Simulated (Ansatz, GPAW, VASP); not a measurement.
**Ge: 3 runs at one level of theory**

```
Ge
1.0
     0.00000    2.82891    2.82891
     2.82891    0.00000    2.82891
     2.82891    2.82891    0.00000
Ge
2
Cartesian
  4.2434 4.2434 4.2434
  2.8289 2.8289 2.8289
```

Alike in all runs: task single point; functional PBE; k mesh 8 × 8 × 8; occupations gaussian, width 0.03 eV; no spin polarisation; no spin-orbit coupling. Pressure is positive in compression and, in plane waves, holds the error of the finite cutoff.

```tsv
program and potentials	plane-wave cutoff (eV)	notes	band gap (eV)	pressure (GPa)
GPAW, GPAW PAW data sets (gpaw-data 1.2.1)	600	4 valence electrons an atom on average	0.09	3.84
VASP, PBE PAW files Ge_d, 520 eV	520	14 valence electrons an atom on average	0.03	3.56
Ansatz, all-electron LAPW, scalar-relativistic	-	-	?	?
```

Problem. Estimate from the other rows what the run with Ansatz, all-electron LAPW, scalar-relativistic gave.

Solution. Band gap 0.04 eV; pressure 3.59 GPa. The other rows, which needn't bracket it: band gap 0.03 to 0.09; pressure 3.56 to 3.84.
